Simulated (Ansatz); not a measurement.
# Tin, dhcp under PBE: ground state and equation of state, part 2 of 2

The plan for tin in the dhcp structure: relax it, solve it on a dense k-mesh, then scale the cell to 7 volumes from 88 to 112 % of the relaxed one and try a fit of the equation of state. Spin polarisation is left out. The k-meshes are 11×11×3 for the relaxation; 14×14×4 for the dense run; 12×12×4 for the volumes.

Ansatz 0.2.0; DFT, PBE, plane waves (420 eV) with PAW, scalar-relativistic. Earlier steps stand in the parts before.

### Step 6. The cell scaled to 96 % of its volume

The input, input.yaml:

```yaml
crystal:
  lattice:
    - [3.3436171193, 0.0, 0.0]
    - [-1.6718085597, 2.8956573659, 0.0]
    - [0.0, 0.0, 11.0469330181]
  atoms:
    - { symbol: Sn, position: [0.0, 1.0, 0.0] }
    - { symbol: Sn, position: [0.0, 1.0, 0.5] }
    - { symbol: Sn, position: [0.3333333333, 0.6666666667, 0.25] }
    - { symbol: Sn, position: [0.6666666667, 0.3333333333, 0.75] }
hamiltonian:
  xc: pbe
  pseudopotentials:
    kind: paw
    azcp:
      Sn: "pseudopotentials/Sn.paw.azcp"
basis:
  ecutwfc: 420
  fft_grid_basis: typed
kpoints:
  mp_grid: { grid: [12, 12, 4], shift: [0, 0, 0] }
magnetization:
  spin_polarized: false
scf:
  occupations: { method: fermi_dirac, width: 0.1 }
  lower_state_search: "off"
output:
  stress: true
  write_density: true
  write_potential: true
  elf: true
  volumetric_format: npy
```

The run is started by

```
$ ansatz run input.yaml --threads 1 --pin off --max-ram 3584MiB --backend cpu --events-out ev --progress --plain --runs-dir out
```

Log, cut to the lines that bear on the results:

```text
[...]
Pseudopotentials: kind: paw
Pseudopotential: Sn, paw, valence charge 14, recommended cutoff 420 eV (normal), <dir>
Functional definition: PBE
[...]
Crystal: 4 atoms, lattice volume = 106.956 Å³
Basis set: ecut = 420 eV, 2125 PW (Γ)
Bands: 34, of which v1, the nominal top of the filled ones, is band 28 counted from 1 (27 counted from 0)
Symmetry: 24 space group operations
Space group: P63/mmc (ITA 194), of the structure as read, at distance tolerance 4.7e-5 Å
k-points: 57 of 576
[...]
SCF iter   1: F=—  HF=-24096.587896 eV  |F-HF|=—  |Δ(HF+E_count)|=         —  Δρ=1.01e-3  dr2=1.56e-3  ethr=1.77e-3  ⟨swp⟩=7.0  Hψ=8312  notcnv=0
[...]
SCF iter   6: F=-24096.584920 eV  HF=-24096.584920 eV  |F-HF|=1.81e-8  |Δ(HF+E_count)|=   1.42e-6  Δρ=4.68e-6  dr2=3.30e-8  ethr=1.79e-10  ⟨swp⟩=9.0  Hψ=13903  notcnv=0
[...]
SCF converged after 6 iterations
Free energy (F): -24096.584920 eV
[...]
E sigma→0 (E₀):  -24096.542456 eV
Entropy (-TS):   -0.084929 eV (-21.232 meV/atom)
Fermi energy:    11.126979 eV
[...]
--- Stress (GPa, compression-positive) ---
        2.403954       0.000000       0.000000
        0.000000       2.403954       0.000000
        0.000000       0.000000       2.145092
  P = ⅓ Tr σ = 2.3177 GPa (23.177 kbar)
--- Band table (eV; the first three rows and the last of 57) ---
[...]
```

Wall time 15 s (1 thread of Intel Xeon Platinum 8259CL at 2.50GHz (Skylake/Cascade Lake), shared host); peak memory 0.62 GiB.

### Step 7. The cell scaled to 100 % of its volume

input.yaml, as its differences from that of step 6:

```diff
@@ -2,5 +2,5 @@
   lattice:
-    - [3.3436171193, 0.0, 0.0]
-    - [-1.6718085597, 2.8956573659, 0.0]
-    - [0.0, 0.0, 11.0469330181]
+    - [3.3894257859, 0.0, 0.0]
+    - [-1.694712893, 2.9353288349, 0.0]
+    - [0.0, 0.0, 11.1982796746]
   atoms:
@@ -28,5 +28 @@
   stress: true
-  write_density: true
-  write_potential: true
-  elf: true
-  volumetric_format: npy
```

The run is started by

```
$ ansatz run input.yaml --threads 1 --pin off --max-ram 3584MiB --backend cpu --events-out ev --progress --plain --runs-dir out
```

Log, cut to the lines that bear on the results:

```text
[...]
Pseudopotentials: kind: paw
Pseudopotential: Sn, paw, valence charge 14, recommended cutoff 420 eV (normal), <dir>
Functional definition: PBE
[...]
Crystal: 4 atoms, lattice volume = 111.413 Å³
Basis set: ecut = 420 eV, 2173 PW (Γ)
Bands: 32, of which v1, the nominal top of the filled ones, is band 28 counted from 1 (27 counted from 0)
Symmetry: 24 space group operations
Space group: P63/mmc (ITA 194), of the structure as read, at distance tolerance 4.8e-5 Å
k-points: 57 of 576
[...]
SCF iter   1: F=—  HF=-24096.621333 eV  |F-HF|=—  |Δ(HF+E_count)|=         —  Δρ=8.54e-4  dr2=1.08e-3  ethr=1.77e-3  ⟨swp⟩=7.4  Hψ=16517  notcnv=0  defer=2
[...]
SCF iter   6: F=-24096.618899 eV  HF=-24096.618899 eV  |F-HF|=5.16e-9  |Δ(HF+E_count)|=   1.97e-6  Δρ=4.55e-6  dr2=2.73e-8  ethr=1.79e-10  ⟨swp⟩=3.9  Hψ=8710  notcnv=0
[...]
SCF converged after 6 iterations
Free energy (F): -24096.618899 eV
[...]
E sigma→0 (E₀):  -24096.576546 eV
Entropy (-TS):   -0.084707 eV (-21.177 meV/atom)
Fermi energy:    10.524293 eV
[...]
--- Stress (GPa, compression-positive) ---
        0.264018       0.000000       0.000000
        0.000000       0.264018      -0.000000
        0.000000      -0.000000       0.080132
  P = ⅓ Tr σ = 0.2027 GPa (2.027 kbar)
```

Run time: 17 s. Hardware: 1 thread of Intel Xeon Platinum 8259CL at 2.50GHz (Skylake/Cascade Lake), shared host; peak memory 0.64 GiB.

### Step 8. The cell scaled to 104 % of its volume

input.yaml, as its differences from that of step 7:

```diff
@@ -2,5 +2,5 @@
   lattice:
-    - [3.3894257859, 0.0, 0.0]
-    - [-1.694712893, 2.9353288349, 0.0]
-    - [0.0, 0.0, 11.1982796746]
+    - [3.4340286086, 0.0, 0.0]
+    - [-1.7170143043, 2.9739560124, 0.0]
+    - [0.0, 0.0, 11.345642359]
   atoms:
```

The run is started by

```
$ ansatz run input.yaml --threads 1 --pin off --max-ram 3584MiB --backend cpu --events-out ev --progress --plain --runs-dir out
```

Log, cut to the lines that bear on the results:

```text
[...]
Pseudopotentials: kind: paw
Pseudopotential: Sn, paw, valence charge 14, recommended cutoff 420 eV (normal), <dir>
Functional definition: PBE
[...]
Crystal: 4 atoms, lattice volume = 115.869 Å³
Basis set: ecut = 420 eV, 2293 PW (Γ)
Bands: 32, of which v1, the nominal top of the filled ones, is band 28 counted from 1 (27 counted from 0)
Symmetry: 24 space group operations
Space group: P63/mmc (ITA 194), of the structure as read, at distance tolerance 4.9e-5 Å
k-points: 57 of 576
[...]
SCF iter   1: F=—  HF=-24096.602716 eV  |F-HF|=—  |Δ(HF+E_count)|=         —  Δρ=7.85e-4  dr2=7.78e-4  ethr=1.77e-3  ⟨swp⟩=7.4  Hψ=16433  notcnv=0  defer=1
[...]
SCF iter   6: F=-24096.600090 eV  HF=-24096.600090 eV  |F-HF|=3.32e-9  |Δ(HF+E_count)|=   6.54e-8  Δρ=2.41e-6  dr2=1.14e-8  ethr=1.79e-10  ⟨swp⟩=4.6  Hψ=7042  notcnv=0
[...]
SCF converged after 6 iterations
Free energy (F): -24096.600090 eV
[...]
E sigma→0 (E₀):  -24096.558007 eV
Entropy (-TS):   -0.084165 eV (-21.041 meV/atom)
Fermi energy:    9.970011 eV
[...]
--- Stress (GPa, compression-positive) ---
       -1.447953       0.000000       0.000000
        0.000000      -1.447953       0.000000
        0.000000       0.000000      -1.583908
  P = ⅓ Tr σ = -1.4933 GPa (-14.933 kbar)
```

It took 15 s on 1 thread of Intel Xeon Platinum 8259CL at 2.50GHz (Skylake/Cascade Lake), shared host; peak memory 0.64 GiB.

### Step 9. The cell scaled to 108 % of its volume

input.yaml, as its differences from that of step 8:

```diff
@@ -2,5 +2,5 @@
   lattice:
-    - [3.4340286086, 0.0, 0.0]
-    - [-1.7170143043, 2.9739560124, 0.0]
-    - [0.0, 0.0, 11.345642359]
+    - [3.4775019402, 0.0, 0.0]
+    - [-1.7387509701, 3.0116050219, 0.0]
+    - [0.0, 0.0, 11.4892733327]
   atoms:
```

The run is started by

```
$ ansatz run input.yaml --threads 1 --pin off --max-ram 3584MiB --backend cpu --events-out ev --progress --plain --runs-dir out
```

Log, cut to the lines that bear on the results:

```text
[...]
Pseudopotentials: kind: paw
Pseudopotential: Sn, paw, valence charge 14, recommended cutoff 420 eV (normal), <dir>
Functional definition: PBE
[...]
Crystal: 4 atoms, lattice volume = 120.326 Å³
Basis set: ecut = 420 eV, 2337 PW (Γ)
Bands: 32, of which v1, the nominal top of the filled ones, is band 28 counted from 1 (27 counted from 0)
Symmetry: 24 space group operations
Space group: P63/mmc (ITA 194), of the structure as read, at distance tolerance 4.9e-5 Å
k-points: 57 of 576
[...]
SCF iter   1: F=—  HF=-24096.541321 eV  |F-HF|=—  |Δ(HF+E_count)|=         —  Δρ=8.09e-4  dr2=7.31e-4  ethr=1.77e-3  ⟨swp⟩=7.4  Hψ=16355  notcnv=0
[...]
SCF iter   6: F=-24096.538964 eV  HF=-24096.538964 eV  |F-HF|=3.48e-9  |Δ(HF+E_count)|=   5.47e-8  Δρ=2.51e-6  dr2=1.17e-8  ethr=1.79e-10  ⟨swp⟩=4.7  Hψ=7043  notcnv=0
[...]
SCF converged after 6 iterations
Free energy (F): -24096.538964 eV
[...]
E sigma→0 (E₀):  -24096.496970 eV
Entropy (-TS):   -0.083989 eV (-20.997 meV/atom)
Fermi energy:    9.458184 eV
[...]
--- Stress (GPa, compression-positive) ---
       -2.816917      -0.000000       0.000000
        0.000000      -2.816917       0.000000
        0.000000       0.000000      -2.920840
  P = ⅓ Tr σ = -2.8516 GPa (-28.516 kbar)
```

Wall time 15 s (1 thread of Intel Xeon Platinum 8259CL at 2.50GHz (Skylake/Cascade Lake), shared host); peak memory 0.64 GiB.

### Step 10. The cell scaled to 112 % of its volume

input.yaml, as its differences from that of step 9:

```diff
@@ -2,5 +2,5 @@
   lattice:
-    - [3.4775019402, 0.0, 0.0]
-    - [-1.7387509701, 3.0116050219, 0.0]
-    - [0.0, 0.0, 11.4892733327]
+    - [3.5199146804, 0.0, 0.0]
+    - [-1.7599573402, 3.0483355324, 0.0]
+    - [0.0, 0.0, 11.6294002323]
   atoms:
```

The run is started by

```
$ ansatz run input.yaml --threads 1 --pin off --max-ram 3584MiB --backend cpu --events-out ev --progress --plain --runs-dir out
```

Log, cut to the lines that bear on the results:

```text
[...]
Pseudopotentials: kind: paw
Pseudopotential: Sn, paw, valence charge 14, recommended cutoff 420 eV (normal), <dir>
Functional definition: PBE
[...]
Crystal: 4 atoms, lattice volume = 124.782 Å³
Basis set: ecut = 420 eV, 2433 PW (Γ)
Bands: 32, of which v1, the nominal top of the filled ones, is band 28 counted from 1 (27 counted from 0)
Symmetry: 24 space group operations
Space group: P63/mmc (ITA 194), of the structure as read, at distance tolerance 5.0e-5 Å
k-points: 57 of 576
[...]
SCF iter   1: F=—  HF=-24096.446127 eV  |F-HF|=—  |Δ(HF+E_count)|=         —  Δρ=8.53e-4  dr2=8.12e-4  ethr=1.77e-3  ⟨swp⟩=7.5  Hψ=16326  notcnv=0
[...]
SCF iter   6: F=-24096.444010 eV  HF=-24096.444010 eV  |F-HF|=1.66e-9  |Δ(HF+E_count)|=   8.75e-9  Δρ=2.53e-6  dr2=1.08e-8  ethr=1.79e-10  ⟨swp⟩=4.6  Hψ=6993  notcnv=0
[...]
SCF converged after 6 iterations
Free energy (F): -24096.444010 eV
[...]
E sigma→0 (E₀):  -24096.401814 eV
Entropy (-TS):   -0.084392 eV (-21.098 meV/atom)
Fermi energy:    8.983449 eV
[...]
--- Stress (GPa, compression-positive) ---
       -3.909341      -0.000000       0.000000
        0.000000      -3.909341       0.000000
        0.000000       0.000000      -3.985371
  P = ⅓ Tr σ = -3.9347 GPa (-39.347 kbar)
```

Run time: 16 s. Hardware: 1 thread of Intel Xeon Platinum 8259CL at 2.50GHz (Skylake/Cascade Lake), shared host; peak memory 0.66 GiB.

### Step 11. The equation of state

All volumes keep the relaxed shape and fractional coordinates.

| V (Å³/atom) | E − E₀ (meV/atom) | P from the stress (GPa) | P from the fit (GPa) |
| --- | --- | --- | --- |
| 24.511 | 79.0 | 8.31 | 8.24 |
| 25.625 | 33.5 | 4.97 | 4.95 |
| 26.739 | 8.6 | 2.32 | 2.32 |
| 27.853 | 0.1 | 0.20 | 0.21 |
| 28.967 | 4.7 | -1.49 | -1.49 |
| 30.081 | 20.0 | -2.85 | -2.85 |
| 31.196 | 43.8 | -3.93 | -3.95 |

A third-order Birch-Murnaghan fit gives V₀ = 27.978 Å³/atom, B₀ = 46 GPa and B₀′ = 4.5; it misses no point by more than 0.03 meV/atom.

### Step 12. Summary of results

This closing draws on all 2 parts.

| quantity | value |
| --- | --- |
| space group (spins left aside) | P6_3/mmc (No. 194) |
| conventional cell | a = 3.389 Å, c = 11.198 Å (c/a = 3.304) |
| volume | 27.853 Å³/atom |
| shortest distance | 3.389 Å |
| gap on the mesh | none (levels filled in part) |
| relative to alpha-Sn (diamond) | +62 meV/atom |
| V₀, B₀, B₀′ | 27.978 Å³/atom, 46 GPa, 4.5 |

The relaxation shrank the cell by 0.6 % in volume. It lies 62 meV/atom above the element's reference form at the same level (alpha-Sn (diamond), from a run of its own). Levels at the Fermi energy are filled in part, as in a metal. B₀ comes out at 46 GPa; letting shape and positions relax at each volume could only lower it. Relaxation kept the symmetry; phonons were not checked.
